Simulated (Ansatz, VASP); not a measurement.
One calculation of GaSb3, two programs

The input INCAR:

```
PREC = Accurate
ENCUT = 520
EDIFF = 1E-6
ISMEAR = 0
SIGMA = 0.15
LREAL = False
LASPH = True
NELM = 80
ALGO = Normal
ISIF = 2
LWAVE = False
LCHARG = False
GGA = CA
NBANDS = 22
```

The input KPOINTS:

```
regular mesh
0
Gamma
  10 10 10
```

POSCAR

```
GaSb3
1.0
    0.0000000000      3.6866904902      3.4028153224
    3.6866904902      0.0000000000      3.4028153224
    3.6866904902      3.6866904902      0.0000000000
Ga Sb
1 3
Direct
    0.0000000000      0.0000000000      0.0000000000
    0.2500000000      0.2500000000      0.2500000000
    0.7500000000      0.7500000000      0.7500000000
    0.5000000000      0.5000000000      0.5000000000
```

Input for Ansatz:

```yaml
crystal:
  lattice:
    - [0.0, 3.6866904902, 3.4028153224]
    - [3.6866904902, 0.0, 3.4028153224]
    - [3.6866904902, 3.6866904902, 0.0]
  atoms:
    - { symbol: Ga, position: [0.0, 0.0, 0.0] }
    - { symbol: Sb, position: [0.25, 0.25, 0.25] }
    - { symbol: Sb, position: [0.75, 0.75, 0.75] }
    - { symbol: Sb, position: [0.5, 0.5, 0.5] }
basis:
  ecutwfc: 420
kpoints:
  mp_grid: { grid: [10, 10, 10] }
hamiltonian:
  xc: lda
  pseudopotentials: { kind: paw, azcp: { folder: soft_1 } }
scf:
  occupations: { method: gaussian, width: 0.15 }
output:
  forces: true
  stress: true
  eigenvalues: true
```

Alike in both runs: task single point; functional LDA; k mesh 10 × 10 × 10; occupations gaussian, width 0.15 eV; no spin polarisation.

|  | VASP | Ansatz |
| --- | --- | --- |
| version | VASP 6.6.1 | Ansatz 0.2.0 |
| potentials or method | VASP PAW LDA potentials, release 64 (Ga_d, Sb) | scalar-relativistic, plane waves, PAW |
| plane-wave cutoff (eV) | 520 | 420 |
| valence electrons in the cell | 28 | 58 |

VASP gave:

| Quantity | Value |
| --- | --- |
| gap on the k mesh at the Fermi level (eV) | none |
| pressure (GPa) | 2.4 |
| largest component of the traceless stress (GPa) | 0.69 |

**Question.** What did Ansatz give for the same quantities?

**Answer.** gap on the k mesh at the Fermi level (eV): none; pressure (GPa): 2.2; largest component of the traceless stress (GPa): 0.67.

A gap of «none» marks a metal or a gap that the smearing closes. The two sets of potentials don't hold the same shells in valence. Ansatz warned: «pseudo_functional_mismatch».

The runs have no spin-orbit coupling, so splittings on Sb are missing.
